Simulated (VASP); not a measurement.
Input of a VASP 6.6.1 run:

The input INCAR:

```
SYSTEM = K
  PREC = Accurate
  ENCUT = 520
  EDIFF = 1E-6
  ISMEAR = -1
  SIGMA = 0.05
  LREAL = .FALSE.
  LASPH = .TRUE.
  NELM = 100
  ALGO = Normal
  ISIF = 2
  LWAVE = .FALSE.
  LCHARG = .FALSE.
  LDIPOL = .TRUE.
  IDIPOL = 3
  DIPOL = 0.5 0.5 0.500
  GGA = PE
  IVDW = 11
  IBRION = 2
  NSW = 60
  EDIFFG = -0.01
```

The input KPOINTS:

```
regular mesh
0
G
  5 5 1
  0 0 0
```

Contents of POSCAR:

```
K
1.0
    4.7864284507      0.0000000000      0.0000000000
   -2.3932142254      4.1451686318      0.0000000000
    0.0000000000      0.0000000000     30.5168343227
K
5
Selective dynamics
Direct
    0.0000000000      0.0000000000      0.2457659900  F F F
    0.6666666667      0.3333333333      0.3728519591  F F F
    0.3333333333      0.6666666667      0.4999379282  T T T
    0.6666666667      0.3333333333      0.6271480409  T T T
    0.3333333333      0.6666666667      0.7542340100  T T T
```

Potentials or basis: VASP PAW PBE potentials, release 64 (K_sv).

Run with:

```console
$ cat potpaw_PBE.64/K_sv/POTCAR > POTCAR
$ mpirun -np 1 vasp_std > vasp.out
```

(1) Predict the band gap on the k mesh.

(2) Predict the energy gained by relaxing.

(3) Estimate the dispersion energy per atom.

Results:

(1) none (metal or under the smearing width).

(2) 1.3 meV/atom.

(3) -0.112 eV.
